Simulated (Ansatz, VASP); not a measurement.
Ni: VASP beside Ansatz

```xyz
2
Lattice="2.4480 0.0000 0.0000 -1.2240 2.1201 0.0000 0.0000 0.0000 4.0728" Properties=species:S:1:pos:R:3 pbc="T T T"
Ni    1.2240    0.7067    3.0546
Ni    0.0000    1.4134    1.0182
```

This isn't the form of Ni at room conditions, which is fcc.

Alike in both runs: functional PBEsol; k mesh 7 × 7 × 4; occupations fermi-dirac, width 0.05 eV; collinear spin.

```csv
,VASP,Ansatz
version,VASP 6.6.1,Ansatz 0.2.0
potentials or method,"VASP PAW PBE potentials, release 64 (Ni)",Ansatz PAW
plane-wave cutoff (eV),520,420
valence electrons in the cell,20,36
task,single point,band structure
```

```csv
,VASP,Ansatz,Ansatz less VASP
gap on the k mesh at the Fermi level (eV),none,none,-
pressure (GPa),-3.4,-3.1,+0.27
largest component of the traceless stress (GPa),1.64,2.20,+0.559
net moment per atom (μB),0.61,0.65,+0.044
size of the moment on the site where the two differ most (μB),0.61,0.68,+0.071
```

Site moments also hang on the region over which each program counts them. A gap of «none» marks a metal or a gap that the smearing closes. The functional is the same, so the differences come from potentials, cutoffs and numerics. The two sets of potentials don't hold the same shells in valence.

Caveats: the k mesh is coarse (spacing up to 0.42 Å⁻¹), so the values aren't converged; the PAW data sets were made with another functional, which shifts forces and pressure a little (VASP); the PAW data sets come from PBE, with cores solved anew for the run's functional, which leaves a small shift of forces and pressure (Ansatz).
